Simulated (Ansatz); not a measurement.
## Compressing AlGaN2: a fit and a missing row

AlGaN2, P-4m2, a = 3.139 Å, c = 4.422 Å. The structure is a Materials Project entry; whether it is the stable form wasn't checked. Ansatz: r2SCAN, PAW, 500 eV, Γ-centred 8×8×6 mesh on 4 atoms, Gaussian smearing 0.02 eV; no spin polarisation. Shape and atoms are relaxed at each volume; pressure is positive in compression.

| V (Å³/atom) | P (GPa) |
| --- | --- |
| 9.584 | 33.68 |
| 9.910 | 23.24 |
| 10.237 | ? |
| 10.564 | 6.61 |
| 10.890 | 0.01 |
| 11.217 | -5.66 |
| 11.544 | -10.53 |
| 11.979 | -15.96 |

Task: Take V0 = 10.890 Å³/atom, count pressures from its P0 = 0.01 GPa, fit the third-order Birch–Murnaghan form to the other rows, and predict the missing pressure.

Result: With the Eulerian strain f = ½[(V0/V)^(2/3) − 1] and y = (P − P0)/[3f(1 + 2f)^(5/2)], the form is the line y = B0 + 1.5 B0 (B0′ − 4) f. Rows (f, y): 0.04445, 204.1; 0.03244, 204.0; 0.01023, 204.4; -0.00977, 203.2; -0.01907, 203.0; -0.03078, 202.7. Means f = 0.004583, y = 203.57; Σ(Δf)² = 0.004413, ΣΔfΔy = 0.08735; the slope is their ratio. y = 203.5 + 19.79 f GPa, so B0 = 203.5 GPa and B0′ = 4 + 2 × (19.79)/(3 × 203.5) = 4.06. At V = 10.237, f = 0.02104, y = 203.92 and P = 14.28 GPa. The run gave 14.29 GPa, so the fit is 0.01 GPa too low, within the rms miss on the fitted rows (0.02 GPa).